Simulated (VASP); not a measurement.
Wanted: the native input for a VASP 6.6.1 run.

| Quantity | Value |
| --- | --- |
| Task | single point |
| Functional | PBE |
| Potentials or basis | VASP PAW PBE potentials, release 64 (Gd, N) |
| Cutoff | 520 eV |
| k mesh | 8 × 8 × 6 |
| Occupations | fermi-dirac, width 0.05 eV |
| Spin | collinear spin, ferromagnetic start |
| Starting moments | [7.0, 7.0, 0.0, 0.0] μB |
| Hubbard terms | Gd f U = 6 eV |
| Further INCAR settings | ALGO = Normal; EDIFF = 1e-06 |

The structure of GdN lies in POSCAR:

```
GdN
1.0
    2.5600000000     -2.5600000000      0.0000000000
    2.5600000000      2.5600000000      0.0000000000
    0.0000000000      0.0000000000      5.1200000000
Gd N
2 2
Direct
    0.0000000000      0.0000000000      0.0000000000
    0.5000000000      0.5000000000      0.5000000000
    0.5000000000      0.5000000000      0.0000000000
    0.0000000000      0.0000000000      0.5000000000
```

The cell comes from a database or a generator and needn't be the stable form of this composition.

These files were run (other wordings do the same):

INCAR

```
SYSTEM = GdN
PREC = Accurate ; ENCUT = 520
EDIFF = 1E-6 ; ISMEAR = -1
SIGMA = 0.05 ; LREAL = .False.
LASPH = .True. ; NELM = 150
ALGO = Normal ; ISIF = 2
LWAVE = .False. ; LCHARG = .True.
ISPIN = 2 ; MAGMOM = 7 7 0 0
LORBIT = 11 ; LMAXMIX = 6
LDAU = .True. ; LDAUTYPE = 2
LDAUL = 3 -1 ; LDAUU = 6 0
LDAUJ = 0 0 ; LDAUPRINT = 1
GGA = PE ; LELF = .True.
LVHAR = .True.
```

KPOINTS

```
regular mesh
0
Gamma
  8 8 6
  0 0 0
```

Potentials or basis: VASP PAW PBE potentials, release 64 (Gd, N).

Launch:

```bash
$ cat potpaw_PBE.64/Gd/POTCAR potpaw_PBE.64/N/POTCAR > POTCAR
$ mpirun -np 1 vasp_std > vasp.out
```

It gave:

```json
{"Pressure": "-8.6 GPa", "Band gap on the k mesh": "none (metal or under the smearing width)", "Net moment": "14.00 μB per cell", "Site moments": "Gd +6.87; N -0.11 μB", "Valence electrons inside the program's atomic spheres": "Gd 15.15; N 3.60"}
```

Caveat: spin-orbit coupling is left out, which moves the levels of the heavy elements.

It took 10 min on 1 thread of Intel(R) Xeon(R) Platinum 8259CL CPU @ 2.50GHz (Skylake/Cascade Lake), on a shared host, peak memory 0.35 GiB.
